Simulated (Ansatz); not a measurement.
## SiNi3: zone-centre modes

Level of theory: DFT PBE, scalar-relativistic, plane waves, PAW in Ansatz. Settings: 420 eV plane-wave cutoff, Γ-centred 14×14×14 mesh, Fermi-Dirac smearing of 0.15 eV. No spin polarisation. Phonons by linear response, acoustic sum rule imposed.

Relaxed structure:
```
Si Ni
1.0
     3.50848    0.00000    0.00000
     0.00000    3.50848    0.00000
     0.00000    0.00000    3.50848
Si Ni
1 3
Direct
  0.00000 0.00000 0.00000
  0.00000 0.50000 0.50000
  0.50000 0.00000 0.50000
  0.50000 0.50000 0.00000
```

It was relaxed at this level from a cell as deposited in COD. In a metal, frequencies depend on the k mesh and the smearing, soft modes most.

Optical modes at Γ:
```
frequency (cm⁻¹)  degeneracy
             190           3
             225           3
             317           3
```

All 9 optical modes at Γ are real: no displacement of atoms at fixed cell lowers the energy to second order. Strains and modes at other wave vectors aren't tested by this run.
